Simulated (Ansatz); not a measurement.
**Response to strain in CdF2**

The reference is CdF₂ in the fluorite structure (space group Fm-3m, No. 225).

```
CELL_PARAMETERS angstrom
      0.00000     2.69199     2.69199
      2.69199     0.00000     2.69199
      2.69199     2.69199     0.00000
ATOMIC_POSITIONS crystal
  Cd 0.00000 0.00000 0.00000
  F  0.25000 0.25000 0.25000
  F  0.75000 0.75000 0.75000
```

Cartesian axes are those of the cell as printed.

Strains are applied to the cell and any free atomic positions relax; under stress the whole cell relaxes.

Levels (all Ansatz, a quantum-chemistry and plane-wave program, PAW): PBEsol (420 eV, no spin-orbit coupling); r2SCAN (500 eV, no spin-orbit coupling); HSE06 (420 eV, no spin-orbit coupling).

Band gaps by level, all at the geometries relaxed with PBEsol:

```tsv
case	PBEsol	r2SCAN	HSE06
base	2.94 eV	3.80 eV	5.22 eV
isotropic strain +0.68 %	2.87 eV	[?]	[?]
uniaxial stress, 0.5 GPa tension along z	2.93 eV	[?]	[?]
```

**Question.** Some entries are withheld; estimate them.

**Answer.** 
- isotropic strain +0.68 %, r2SCAN: 3.73 eV
- isotropic strain +0.68 %, HSE06: 5.13 eV
- uniaxial stress, 0.5 GPa tension along z, r2SCAN: 3.79 eV
- uniaxial stress, 0.5 GPa tension along z, HSE06: 5.21 eV

Single points use the geometry relaxed with PBEsol. HSE06 was sampled on its mesh, a few special points and the semilocal edge points, so its gap is an upper bound. Beyond what the load breaks, stability against distortions was not tested.
